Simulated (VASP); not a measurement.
# TePb (Fm-3m) in VASP: a series of runs

One crystal, TePb, is run at these levels: PBE; tasks: single point.

All numbers are computed with VASP 6.6.1; they aren't measurements. Logs are shortened: lines on timing, memory, paths and dates and some standing lists are left out, and cuts for length are marked.

## Step 1: Starting point

Symmetry: Fm-3m, No. 225, cubic system. The conventional cell has a = 6.462 Å, b = 6.462 Å, c = 6.462 Å, α = 90.00°, β = 90.00°, γ = 90.00°. Around Pb (site symmetry m-3m) lie 6 Te at 3.23 Å. Te (site symmetry m-3m) is surrounded by 6 Pb at 3.23 Å.

## Step 2: Single point, PBE

INCAR

```
SYSTEM = TePb
ADDGRID = .False.
ALGO = Normal
EDIFF = 1E-7
ENCUT = 340
GGA = PE
ISIF = 2
ISMEAR = 0
LASPH = .True.
LCHARG = .False.
LREAL = .False.
LWAVE = .False.
NELM = 100
PREC = Accurate
SIGMA = 0.05
```

KPOINTS

```
k-points
0
Gamma
  5 5 5
  0 0 0
```

POSCAR

```
TePb
1.0
    0.0000000000      3.2310000000      3.2310000000
    3.2310000000      0.0000000000      3.2310000000
    3.2310000000      3.2310000000      0.0000000000
Pb Te
1 1
Direct
   -0.0068530000      0.0005720000     -0.0056850000
    0.5279490000      0.4690950000      0.5208160000
```

Potentials or basis: VASP PAW PBE potentials, release 64 (Pb_d, Te).

Command:

```console
cat potpaw_PBE.64/Pb_d/POTCAR potpaw_PBE.64/Te/POTCAR > POTCAR
mpirun -np 1 vasp_std > vasp.out
```

OUTCAR:

```text
SYSTEM = TePb
   EDIFF = 1E-7
   ENCUT = 340
   GGA = PE
   ISIF = 2
   ISMEAR = 0
   LASPH = .True.
   LREAL = .False.
   NELM = 100
   PREC = Accurate

 Found     63 irreducible k-points:

 Following reciprocal coordinates:
            Coordinates               Weight
  0.000000  0.000000  0.000000      1.000000
  0.200000  0.000000  0.000000      2.000000
  0.000000  0.200000  0.000000      2.000000
  0.000000  0.000000  0.200000      2.000000
  0.200000  0.200000  0.200000      2.000000
  0.400000  0.000000  0.000000      2.000000
   k-points           NKPTS =     63   k-points in BZ     NKDIM =     63   number of bands    NBANDS=     14
   number of dos      NEDOS =    301   number of ions     NIONS =      2
   total plane-waves  NPLWV =  21952
   dimension x,y,z NGX =    28 NGY =   28 NGZ =   28
   dimension x,y,z NGXF=    56 NGYF=   56 NGZF=   56
   ions per type =               1   1
   NGX,Y,Z   is equivalent  to a cutoff of  10.19, 10.19, 10.19 a.u.
   NGXF,Y,Z  is equivalent  to a cutoff of  20.37, 20.37, 20.37 a.u.
 SYSTEM =  TePb
   PREC   = accura    normal or accurate (medium, high low for compatibility)
   ISTART =      0    job   : 0-new  1-cont  2-samecut
   ICHARG =      2    charge: 1-file 2-atom 10-const
   ISPIN  =      1    spin polarized calculation?
   LNONCOLLINEAR =      F non collinear calculations
   LSORBIT =      F    spin-orbit coupling
   LASPH  =      T    aspherical Exc in radial PAW
   ENCUT  =  340.0 eV  24.99 Ry    5.00 a.u.   6.87  6.87  6.87*2*pi/ulx,y,z
   NELM   =    100;   NELMIN=  2; NELMDL= -5     # of ELM steps
   EDIFF  = 0.1E-06   stopping-criterion for ELM
   LREAL  =      F    real-space projection
   EDIFFG = 0.1E-05   stopping-criterion for IOM
   NSW    =      0    number of steps for IOM
   IBRION =     -1    ionic relax: 0-MD 1-quasi-New 2-CG
   NFREE  =      0    steps in history (QN), initial steepest desc. (CG)
   ISIF   =      2    stress and relaxation
   ISYM   =      2    0-nonsym 1-usesym 2-fastsym
   POTIM  = 0.5000    time-step for ionic-motion
   TEBEG  =    0.0;   TEEND  =   0.0 temperature during run
   PSTRESS=    0.0 pullay stress
   NELECT =      20.0000    total number of electrons
   NUPDOWN=      -1.0000    fix difference up-down
   EMIN   =  10.00;   EMAX   =-10.00  energy-range for DOS
   EFERMI =   0.00;   METHOD = LEGACY
   ISMEAR =     0;   SIGMA  =   0.05  broadening in eV -4-tet -1-fermi 0-gaus
   EFERMI_NEDOS =   21; number of points for ismear=-14 and -15
   IALGO  =     38    algorithm
   IMIX   =      4    mixing-type and parameters
     AMIX     =   0.40;   BMIX     =  1.00
     AMIX_MAG =   1.60;   BMIX_MAG =  1.00
  volume/ion in A,a.u.               =      33.73       227.62
  Fermi-wavevector in a.u.,A,eV,Ry     =   1.091619  2.062861 16.213147  1.191633
  Thomas-Fermi vector in A             =   2.227868
   LORBIT       =      0    0 simple, 1 ext, 2 COOP (PROOUT), +10 PAW based schemes
   GGA     = PE    functional components
   LHFCALC =     F    Hartree Fock is set to
   AEXX    =    0.0000 exact exchange contribution
   IVDW    =     0    specifies the selected vdW correction
   LEPSILON=     F    determine dielectric tensor
   LRPA    =     F    only Hartree local field effects (RPA)
 non-spin polarized calculation
 Gauss-broadening in eV      SIGMA  =   0.05
  energy-cutoff  :      340.00
  volume of cell :       67.46
 maximum number of plane-waves:       966
   NGX = 13   NGY = 13   NGZ = 13

 number of electron      19.9999999 magnetization

 Free energy of the ion-electron system (eV)
  ---------------------------------------------------
  ext. energy  EPLUGINS =         0.00000000
  ---------------------------------------------------
  free energy    TOTEN  =        -7.48697410 eV

  energy without entropy =       -7.48697410  energy(sigma->0) =       -7.48697410

 E-fermi :   5.7561     XC(G=0):  -9.2938

 val. band max:        5.4869670460   @ k =   0.2000   0.0000  -0.2000
 cond. band min:       6.7216896707   @ k =   0.0000   0.0000   0.4000
 fundamental gap:      1.2347226247
 Fermi energy:         5.7560818931

 k-point     1 :       0.0000    0.0000    0.0000
  band No.  band energies     occupation
      1     -11.0672      2.00000
      2     -11.0672      2.00000
      3     -11.0578      2.00000
      4     -11.0521      2.00000
      5     -11.0521      2.00000
      6      -6.4358      2.00000
      7       0.0612      2.00000
      8       4.2091      2.00000
      9       4.3028      2.00000
     10       4.3044      2.00000
     11       9.4993      0.00000
     12       9.5022      0.00000
     13       9.7744      0.00000
     14      11.4240      0.00000

 k-point     2 :       0.2000    0.0000    0.0000
  band No.  band energies     occupation
      1     -11.0723      2.00000
      2     -11.0714      2.00000
      3     -11.0552      2.00000
      4     -11.0487      2.00000
      5     -11.0468      2.00000
      6      -6.1006      2.00000
      7      -0.9324      2.00000
      8       4.3029      2.00000
      9       4.3944      2.00000
     10       4.7901      2.00000
     11       8.1500      0.00000
     12       8.4275      0.00000
     13       8.6217      0.00000
     14      11.3467      0.00000

 k-point     3 :       0.0000    0.2000    0.0000
  band No.  band energies     occupation
      1     -11.0725      2.00000
      2     -11.0714      2.00000
      3     -11.0550      2.00000
      4     -11.0488      2.00000
      5     -11.0468      2.00000
      6      -6.0996      2.00000
      7      -0.9361      2.00000
      8       4.3061      2.00000
      9       4.3939      2.00000
     10       4.7895      2.00000
     11       8.1484      0.00000
     12       8.4328      0.00000
     13       8.6265      0.00000
     14      11.3425      0.00000

 k-point     4 :       0.0000    0.0000    0.2000
  band No.  band energies     occupation
      1     -11.0726      2.00000
      2     -11.0714      2.00000
      3     -11.0548      2.00000
      4     -11.0489      2.00000
      5     -11.0467      2.00000
      6      -6.0982      2.00000
      7      -0.9409      2.00000
      8       4.3129      2.00000
      9       4.3907      2.00000
     10       4.7888      2.00000
     11       8.1472      0.00000
     12       8.4387      0.00000
     13       8.6328      0.00000
     14      11.3369      0.00000

 k-point     5 :       0.2000    0.2000    0.2000
  band No.  band energies     occupation
      1     -11.0725      2.00000
      2     -11.0714      2.00000
      3     -11.0549      2.00000
      4     -11.0488      2.00000
      5     -11.0468      2.00000
      6      -6.0991      2.00000
      7      -0.9378      2.00000
      8       4.3081      2.00000
      9       4.3932      2.00000
     10       4.7893      2.00000
     11       8.1478      0.00000
     12       8.4351      0.00000
     13       8.6287      0.00000
     14      11.3405      0.00000

 k-point     6 :       0.4000    0.0000    0.0000
  band No.  band energies     occupation
      1     -11.0817      2.00000
      2     -11.0795      2.00000
      3     -11.0530      2.00000
      4     -11.0397      2.00000
      5     -11.0369      2.00000
      6      -5.2719      2.00000
      7      -2.5504      2.00000
      8       4.5132      2.00000
      9       4.6445      2.00000
     10       5.3848      2.00000
     11       6.7401      0.00000
     12       7.1312      0.00000
     13       7.3055      0.00000
     14      12.9172      0.00000

 [... further k-points ...]

------------------------ aborting loop because EDIFF is reached ----------------------------------------

  FORCE on cell =-STRESS in cart. coord.  units (eV):
  Direction    XX          YY          ZZ          XY          YZ          ZX
  --------------------------------------------------------------------------------------
  -------------------------------------------------------------------------------------
  Total        0.7371937      1.3981572      0.7348270     -0.0064397      0.0042318     -0.0003082
  in kB       17.5085968     33.2067009     17.4523853     -0.1529444      0.1005066     -0.0073199
  external PRESSURE =      22.7225610 kB  Pullay stress =       0.0000000 kB

 VOLUME and BASIS-vectors are now :
 -----------------------------------------------------------------------------
  energy-cutoff  :      340.00
  volume of cell :       67.46
      direct lattice vectors                 reciprocal lattice vectors
     0.000000000  3.231000000  3.231000000    -0.154750851  0.154750851  0.154750851
     3.231000000  0.000000000  3.231000000     0.154750851 -0.154750851  0.154750851
     3.231000000  3.231000000  0.000000000     0.154750851  0.154750851 -0.154750851

 POSITION                                       TOTAL-FORCE (eV/Angst)
 -----------------------------------------------------------------------------------
      3.21448      6.42149      3.21071        -0.010930      0.200824      0.007086
      3.19840      3.38856      3.22145         0.010930     -0.200824     -0.007086
 -----------------------------------------------------------------------------------
    total drift:                               -0.000274      0.000105     -0.000252

  FREE ENERGIE OF THE ION-ELECTRON SYSTEM (eV)
  ---------------------------------------------------
  free  energy   TOTEN  =        -7.4869741024 eV

  energy  without entropy=       -7.4869741024  energy(sigma->0) =       -7.48697410
```

Run time: 27 s. Hardware: 1 thread of Intel Xeon Platinum 8488C (Sapphire Rapids), shared host; peak memory 0.17 GiB.

These settings aren't checked as converged: the numbers below hold their error.

Results:

| Quantity | Value |
| --- | --- |
| Free energy | -7.4870 eV |
| Pressure | 2.3 GPa |
| Largest force | 0.201 eV/Å |
| Band gap on the k mesh | 1.23 eV, indirect (least direct gap 1.31 eV) |

Caveat: spin-orbit coupling is left out, which as a rule narrows the gap of such compounds by several tenths of an eV; an odd mesh through Γ misses points on the zone boundary, where band edges often lie.

## Step 3: Single point, PBE

INCAR, as its differences from that of step 2:

```diff
@@ -4,3 +4,3 @@
 EDIFF = 1E-7
-ENCUT = 340
+ENCUT = 400
 GGA = PE
```

KPOINTS is that of step 2.

POSCAR

```
TePb
1.0
    0.0000000000      3.2310000000      3.2310000000
    3.2310000000      0.0000000000      3.2310000000
    3.2310000000      3.2310000000      0.0000000000
Pb Te
1 1
Direct
    0.0000000000      0.0000000000      0.0000000000
    0.5000000000      0.5000000000      0.5000000000
```

Potentials or basis: VASP PAW PBE potentials, release 64 (Pb_d, Te).

Command:

```console
cat potpaw_PBE.64/Pb_d/POTCAR potpaw_PBE.64/Te/POTCAR > POTCAR
mpirun -np 1 vasp_std > vasp.out
```

It took 9.9 s on 1 thread of Intel Xeon Platinum 8488C (Sapphire Rapids), shared host; peak memory 0.16 GiB.

The run converged, but some of its settings lie outside the range that counts as converged, so its numbers aren't taken as properties of the crystal.

Results:

- Free energy: -7.5028 eV
- Pressure: 2.1 GPa

Caveat: this odd mesh misses L, where the gap lies, so gap, dielectric constants and Born charges aren't listed.

## Step 4: Single point, PBE

INCAR is that of step 3.

KPOINTS is that of step 3.

POSCAR

```
TePb
1.0
    0.0000000000      3.2310000000      3.2310000000
    3.2310000000      0.0000000000      3.2310000000
    3.2310000000      3.2310000000      0.0000000000
Pb Te
1 1
Direct
   -0.0068530000      0.0005720000     -0.0056850000
    0.5279490000      0.4690950000      0.5208160000
```

Command:

```console
cat potpaw_PBE.64/Pb_d/POTCAR potpaw_PBE.64/Te/POTCAR > POTCAR
mpirun -np 1 vasp_std > vasp.out
```

Wall time 42 s (1 thread of Intel Xeon Platinum 8488C (Sapphire Rapids), shared host); peak memory 0.19 GiB.

These settings aren't checked as converged: the numbers below hold their error.

Results:

* Free energy: -7.4892 eV
* Pressure: 2.5 GPa
* Largest force: 0.201 eV/Å
* Band gap on the k mesh: 1.23 eV, indirect (least direct gap 1.31 eV)

Caveat: spin-orbit coupling is left out, which as a rule narrows the gap of such compounds by several tenths of an eV; an odd mesh through Γ misses points on the zone boundary, where band edges often lie.

## Step 5: For comparison

An earlier run on the cell as given: functional PBEsol; potentials or basis VASP PAW PBE potentials, release 64 (Pb_d, Te); cutoff 520 eV; k mesh 7 × 7 × 7; occupations fermi-dirac, width 0.05 eV; no spin polarisation.

* Pressure: -0.4 GPa
